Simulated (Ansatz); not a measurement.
Here is an Ansatz 0.2.0 calculation.

Contents of input.yaml:

```yaml
crystal:
  lattice:
    - [4.29119666, 0.0, 0.0]
    - [0.0, 4.29119666, 0.0]
    - [0.0, 0.0, 4.29119666]
  atoms:
    - { symbol: I, position: [0.5, 0.5, 0.5] }
    - { symbol: K, position: [0.0, 0.0, 0.0] }
hamiltonian:
  xc: pbe
  pseudopotentials: { kind: paw }
kpoints:
  mp_grid: { grid: [6, 6, 6] }
scf:
  occupations: { method: fermi_dirac, width: 0.05 }
output:
  forces: true
  stress: true
  eigenvalues: true
```

Potentials or basis: Ansatz PAW.

The run is started by

```sh
$ ansatz run input.yaml --threads 2 --pin off --max-ram 5120MiB --backend cpu --events-out ev --progress --plain --runs-dir out
```

Predict the band gap on the k mesh.

3.33 eV, indirect (least direct gap 3.69 eV).

What does it give for the pressure?

0.5 GPa.

Caveat: spin-orbit coupling is left out, which moves the levels of the heavy elements. A k mesh can miss the band edges.
